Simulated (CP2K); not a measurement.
# MgS (Niningerite) (Fm-3m) in CP2K: reference runs

How does MgS (Niningerite) come out in PBEsol? The cell is run as given and disturbed.

Program: CP2K 2026.2. These are calculated values, not measurements. Logs are shortened: lines on timing, memory, paths and dates and some standing lists are left out, and cuts for length are marked.

### Step 1. The structure

Symmetry: Fm-3m, No. 225, cubic system. The conventional cell has a = 5.203 Å, b = 5.203 Å, c = 5.203 Å, α = 90.00°, β = 90.00°, γ = 90.00°. S (site symmetry m-3m) has 6 Mg at 2.60 Å as nearest neighbours. Mg (site symmetry m-3m) has 6 S at 2.60 Å as nearest neighbours.

### Step 2. Single point, PBEsol

mgs_scf.inp reads:

```
&GLOBAL
  PROJECT mgs_scf
  RUN_TYPE ENERGY_FORCE
  PRINT_LEVEL LOW
&END GLOBAL
&FORCE_EVAL
  METHOD QS
  STRESS_TENSOR ANALYTICAL
  &DFT
    BASIS_SET_FILE_NAME BASIS_MOLOPT_UZH
    POTENTIAL_FILE_NAME POTENTIAL_UZH
    &MGRID
      CUTOFF 1400
      REL_CUTOFF 60
      NGRIDS 4
    &END MGRID
    &QS
      METHOD GPW
      EPS_DEFAULT 1.0E-10
    &END QS
    &KPOINTS
      SCHEME MONKHORST-PACK 9 9 9
      GAMMA_CENTERED T
      SYMMETRY T
      SYMMETRY_BACKEND SPGLIB
    &END KPOINTS
    &SCF
      SCF_GUESS ATOMIC
      EPS_SCF 1.0E-6
      MAX_SCF 100
      ADDED_MOS 10
      CHOLESKY OFF
      EPS_EIGVAL 1.0E-7
      &DIAGONALIZATION ON
        ALGORITHM STANDARD
      &END DIAGONALIZATION
      &MIXING ON
        METHOD BROYDEN_MIXING
        ALPHA 0.4
        BETA 1.5
        NBUFFER 8
      &END MIXING
      &SMEAR ON
        METHOD FERMI_DIRAC
        ELECTRONIC_TEMPERATURE [K] 580.226
      &END SMEAR
    &END SCF
    &XC
      &XC_FUNCTIONAL
        &GGA_X_PBE_SOL
        &END GGA_X_PBE_SOL
        &GGA_C_PBE_SOL
        &END GGA_C_PBE_SOL
      &END XC_FUNCTIONAL
    &END XC
    &PRINT
      &KPOINTS ON
      &END KPOINTS
      &MULLIKEN ON
      &END MULLIKEN
      &MO ON
        ENERGIES T
        OCCUPATION_NUMBERS T
        &EACH
          QS_SCF 0
        &END EACH
        ADD_LAST NUMERIC
      &END MO
      &LOWDIN ON
      &END LOWDIN
      &HIRSHFELD ON
        SHAPE_FUNCTION DENSITY
      &END HIRSHFELD
    &END PRINT
  &END DFT
  &SUBSYS
    &CELL
      A 3.6792887145 0.0000000000 0.0000000000
      B 1.8396443573 3.1863574947 0.0000000000
      C 1.8396443573 1.0621191649 3.0041266557
      PERIODIC XYZ
    &END CELL
    &COORD
      SCALED
      S   0.5000000000 0.5000000000 0.5000000000
      Mg  0.0000000000 0.0000000000 0.0000000000
    &END COORD
    &KIND S
      BASIS_SET TZVP-MOLOPT-PBE-GTH-q6
      POTENTIAL GTH-PBE-q6
    &END KIND
    &KIND Mg
      BASIS_SET TZVP-MOLOPT-PBE-GTH-q10
      POTENTIAL GTH-PBE-q10
    &END KIND
    &PRINT
      &ATOMIC_COORDINATES ON
      &END ATOMIC_COORDINATES
      &CELL ON
      &END CELL
    &END PRINT
  &END SUBSYS
  &PRINT
    &FORCES ON
    &END FORCES
    &STRESS_TENSOR ON
    &END STRESS_TENSOR
  &END PRINT
&END FORCE_EVAL
```

Potentials or basis: POTENTIAL_UZH S GTH-PBE-q6, Mg GTH-PBE-q10; TZVP-MOLOPT-PBE-GTH basis.

Command:

```console
OMP_NUM_THREADS=1 cp2k.psmp -i mgs_scf.inp -o mgs_scf.out
```

mgs_scf.out:

```text

 CP2K| version string:                                       CP2K version 2026.2
 CP2K| Input file name                                               mgs_scf.inp

 GLOBAL| Force Environment number                                              1
 GLOBAL| Basis set file name                                    BASIS_MOLOPT_UZH
 GLOBAL| Potential file name                                       POTENTIAL_UZH
 GLOBAL| MM Potential file name                                     MM_POTENTIAL
 GLOBAL| Coordinate file name                                      __STD_INPUT__
 GLOBAL| Method name                                                        CP2K
 GLOBAL| Project name                                                    mgs_scf
 GLOBAL| Run type                                                   ENERGY_FORCE
 GLOBAL| FFT library                                                       FFTW3
 GLOBAL| Diagonalization library                                       ScaLAPACK
 GLOBAL| Cholesky decomposition library                                ScaLAPACK
 GLOBAL| DGEMM library                                                      BLAS
 GLOBAL| Direct generalized diagonalization requested                          F
 GLOBAL| Matrix multiplication library                                 ScaLAPACK
 GLOBAL| Global print level                                                  LOW
 GLOBAL| Total number of message passing processes                             1
 GLOBAL| Number of threads for this process                                    1
 GLOBAL| CPU model name                                 Intel(R) Xeon(R) 6975P-C

 CELL| Volume [angstrom^3]:                                            35.218966
 CELL| Vector a [angstrom]:       3.679     0.000     0.000   |a| =     3.679289
 CELL| Vector b [angstrom]:       1.840     3.186     0.000   |b| =     3.679289
 CELL| Vector c [angstrom]:       1.840     1.062     3.004   |c| =     3.679289
 CELL| Angle (b,c), alpha [degree]:                                    60.000000
 CELL| Angle (a,c), beta  [degree]:                                    60.000000
 CELL| Angle (a,b), gamma [degree]:                                    60.000000
 CELL| Numerically orthorhombic:                                              NO
 CELL| Periodicity                                                           XYZ

 CELL_REF| Volume [angstrom^3]:                                        35.218966
 CELL_REF| Vector a [angstrom     3.679     0.000     0.000   |a| =     3.679289
 CELL_REF| Vector b [angstrom     1.840     3.186     0.000   |b| =     3.679289
 CELL_REF| Vector c [angstrom     1.840     1.062     3.004   |c| =     3.679289
 CELL_REF| Angle (b,c), alpha [degree]:                                60.000000
 CELL_REF| Angle (a,c), beta  [degree]:                                60.000000
 CELL_REF| Angle (a,b), gamma [degree]:                                60.000000
 CELL_REF| Numerically orthorhombic:                                          NO
 CELL_REF| Periodicity                                                       XYZ

[... 9 lines left out ...]

  Total number of            - Atomic kinds:                                   2
                             - Atoms:                                          2
                             - Shell sets:                                     2
                             - Shells:                                        13
                             - Primitive Cartesian functions:                 11
                             - Cartesian basis functions:                     28
                             - Spherical basis functions:                     27

  Maximum angular momentum of- Orbital basis functions:                        2
                             - Local part of the GTH pseudopotential:          2
                             - Non-local part of the GTH pseudopotential:      2

 MODULE QUICKSTEP: ATOMIC COORDINATES IN ANGSTROM

   Atom Kind Element         X             Y             Z       Z(eff)     Mass
      1    1 S    16      3.679289      2.124238      1.502063   6.0000  32.0650
      2    2 Mg   12      0.000000      0.000000      0.000000  10.0000  24.3050

 SCF PARAMETERS         Density guess:                                    ATOMIC
                        --------------------------------------------------------
                        max_scf:                                             100
                        max_scf_history:                                       0
                        max_diis:                                              4
[... 5 lines left out ...]
                        --------------------------------------------------------
                        level_shift [a.u.]:                             0.000000
                        added MOs                                        10    0
                        --------------------------------------------------------
                        Mixing method:                            BROYDEN_MIXING
                                                charge density mixing in g-space
                        --------------------------------------------------------
[... 9 lines left out ...]
 *******************************************************************************
[... 14 lines left out ...]
 BRILLOUIN|     5           0.00823       -0.44444       -0.44444        0.00000
 BRILLOUIN|     6           0.01646       -0.44444       -0.44444        0.11111
[... 27 lines left out ...]
 BRILLOUIN|    34           0.00823       -0.11111       -0.11111        0.00000
 BRILLOUIN|    35           0.00137        0.00000        0.00000        0.00000
 *******************************************************************************

 Extrapolation method: initial_guess

 Number of electrons:                                                         16
 Number of occupied orbitals:                                                  8
 Number of molecular orbitals:                                                18

 Number of orbital functions:                                                 27
 Number of independent orbital functions:                                     27

 SCF WAVEFUNCTION OPTIMIZATION

  Step     Update method      Time    Convergence         Total energy    Change
  ------------------------------------------------------------------------------
     1 NoMix/Diag. 0.40E+00    1.5     1.20026294       -73.6523868348 -7.37E+01
     2 Broy./Diag. 0.40E+00    1.7     0.02994047       -73.3079938835  3.44E-01
     3 Broy./Diag. 0.40E+00    1.8     0.07985395       -73.3920294935 -8.40E-02
     4 Broy./Diag. 0.40E+00    1.7     0.00368233       -73.5398547893 -1.48E-01
     5 Broy./Diag. 0.40E+00    1.7     0.00195275       -73.5105138300  2.93E-02
     6 Broy./Diag. 0.40E+00    1.7     0.00281970       -73.4693574585  4.12E-02
     7 Broy./Diag. 0.40E+00    1.8     0.00022093       -73.4591558054  1.02E-02
     8 Broy./Diag. 0.40E+00    1.8     0.00010852       -73.4629190173 -3.76E-03
     9 Broy./Diag. 0.40E+00    1.8     0.00002909       -73.4635942643 -6.75E-04
    10 Broy./Diag. 0.40E+00    1.9     0.00000448       -73.4634613437  1.33E-04
    11 Broy./Diag. 0.40E+00    1.8     0.00000531       -73.4634571246  4.22E-06
    12 Broy./Diag. 0.40E+00    1.8     0.00000008       -73.4634675326 -1.04E-05

  *** SCF run converged in    12 steps ***

  Electronic density on regular grids:        -15.9999999845        0.0000000155
  Core density on regular grids:               15.9999999993       -0.0000000007
  Total charge density on r-space grids:        0.0000000148
  Total charge density g-space grids:           0.0000000148

  Overlap energy of the core charge distribution:               0.00000000000000
  Self energy of the core charge distribution:               -170.57361179697347
  Core Hamiltonian energy:                                     48.54882434971157
  Hartree energy:                                              59.31603401741441
  Exchange-correlation energy:                                -10.75471410273019
  Electronic entropic energy:                                  -0.00000000000000
  Fermi energy:                                                 0.24486025601536

  Total energy:                                               -73.46346753257768
  Total energy (extrapolated to T->0):                        -73.46346753257768

 MO| EIGENVALUES AND OCCUPATION NUMBERS FOR K POINT 1
 MO|
 MO|  Index      Eigenvalue [a.u.]        Eigenvalue [eV]             Occupation
 MO|      1              -2.550485             -69.402230               2.000000
 MO|      2              -1.329203             -36.169466               2.000000
 MO|      3              -1.328996             -36.163827               2.000000
 MO|      4              -1.328996             -36.163827               2.000000
 MO|      5              -0.225747              -6.142890               2.000000
 MO|      6               0.016981               0.462079               2.000000
[... 334 lines left out ...]
 MO|     17               0.975092              26.533589               0.000000
 MO|     18               1.173063              31.920663               0.000000
 MO| Sum:                                                              16.000000
 MO| E(Fermi):            0.244860 a.u.          6.662986 eV
 MO| Band gap:            0.227084 a.u.          6.179283 eV

 [... the levels of further k-points ...]

 !-----------------------------------------------------------------------------!
                     Mulliken Population Analysis

 #  Atom  Element  Kind  Atomic population                           Net charge
       1     S        1          7.152850                             -1.152850
       2     Mg       2          8.847150                              1.152850
 # Total charge                             16.000000                 -0.000000

 !-----------------------------------------------------------------------------!

 !-----------------------------------------------------------------------------!
                           Hirshfeld Charges

  #Atom  Element  Kind  Ref Charge     Population                    Net charge
      1       S      1       6.000          6.283                        -0.283
      2       Mg     2      10.000          9.717                         0.283

  Total Charge                                                           -0.000
 !-----------------------------------------------------------------------------!

 LOWDIN POPULATION ANALYSIS

 #  Atom  Element  Kind  Atomic population                           Net charge
       1     S        1          6.739374                             -0.739374
       2     Mg       2          9.260626                              0.739374
 # Total charge                             16.000000                 -0.000000

 ENERGY| Total FORCE_EVAL ( QS ) energy [hartree]            -73.463464122333065

 FORCES| Atomic forces [hartree/bohr]
 FORCES|   Atom     x               y               z               |f|
 FORCES|      1 -1.01699791E-15 -1.65777108E-15  2.27773985E-15   2.99509407E-15
 FORCES|      2  9.79323154E-15  3.05811283E-14 -3.74323723E-14   4.93183058E-14
 FORCES| Sum     8.77623363E-15  2.89233573E-14 -3.51546324E-14
 FORCES| Total atomic force                                       4.63619570E-14

 STRESS| Analytical stress tensor [bar]
 STRESS|                        x                   y                   z
 STRESS|      x        1.05677571274E+04   1.78679245772E+01   1.26068977047E+01
 STRESS|      y        1.78679245772E+01   1.05474078900E+04   7.35098834424E+00
 STRESS|      z        1.26068977047E+01   7.35098834424E+00   1.05421850408E+04
 STRESS| 1/3 Trace                                             1.05524500194E+04
 STRESS| Determinant                                           1.17505210948E+12

 STRESS| Eigenvectors and eigenvalues of the analytical stress tensor [bar]
 STRESS|                        1                   2                   3
 STRESS| Eigenvalues   1.05369950748E+04   1.05370335433E+04   1.05833214401E+04
 STRESS|      x           0.053636924016     -0.577382758284      0.814709905929
 STRESS|      y          -0.635683814818      0.609461816140      0.473774611229
 STRESS|      z           0.770083870731      0.543309713795      0.334343217273
```

It took 26 s on 1 thread of Intel Xeon 6975P-C (Granite Rapids), shared host; peak memory 0.67 GiB.

Results:

| Quantity | Value |
| --- | --- |
| Free energy | -1999.0425 eV |
| Pressure | 1.1 GPa |
| Band gap on the k mesh | 2.73 eV, indirect (least direct gap 3.51 eV) |
| Mulliken charges | S -1.15; Mg +1.15 e |
| Hirshfeld charges | S -0.28; Mg +0.28 e |

Caveat: Mulliken charges move with the basis; the potentials were made for another functional, which shifts forces and pressure; an odd mesh through Γ misses points on the zone boundary, where band edges often lie; the basis of atomic orbitals isn't converged, which shifts pressures, moduli and gaps.

### Step 3. Single point, PBEsol (atoms moved at random, drawn with an rms of 0.05 Å)

Edit mgs_scf.inp of step 2 so:

```diff
@@ -84,4 +84,4 @@
       SCALED
-      S   0.5000000000 0.5000000000 0.5000000000
-      Mg  0.0000000000 0.0000000000 0.0000000000
+      S   0.4992310000 0.5036530000 0.5096220000
+      Mg  0.0147500000 -0.0082040000 -0.0116660000
     &END COORD
```

Potentials or basis: POTENTIAL_UZH S GTH-PBE-q6, Mg GTH-PBE-q10; TZVP-MOLOPT-PBE-GTH basis.

Command:

```console
OMP_NUM_THREADS=1 cp2k.psmp -i mgs_scf.inp -o mgs_scf.out
```

Run time: 34 s. Hardware: 1 thread of Intel Xeon 6975P-C (Granite Rapids), shared host; peak memory 0.7 GiB.

It converged, with:

```yaml
Free_energy: -1999.0259 eV
Pressure: 1.3 GPa
Band_gap_on_the_k_mesh: 2.73 eV, indirect (least direct gap 3.51 eV)
Mulliken_charges: S -1.15; Mg +1.15 e
Hirshfeld_charges: S -0.28; Mg +0.28 e
```

Stress tensor (GPa, compression positive):
```
 0.94 -0.01  0.00
-0.01  1.62  0.44
 0.00  0.44  1.27
```

Levels at points of the mesh, in eV from the valence-band top:
```tsv
k point	band 5	band 6	band 7	band 8	band 9	band 10	band 11	band 12
(0.00, 0.00, 0.00)	-12.72	-0.01	0.00	0.00	3.51	12.80	12.82	13.32
```

Caveat: Mulliken charges move with the basis; the magnetic or orbital state may not be the lowest; the potentials were made for another functional, which shifts forces and pressure; an odd mesh through Γ misses points on the zone boundary, where band edges often lie; the basis of atomic orbitals isn't converged, which shifts pressures, moduli and gaps.
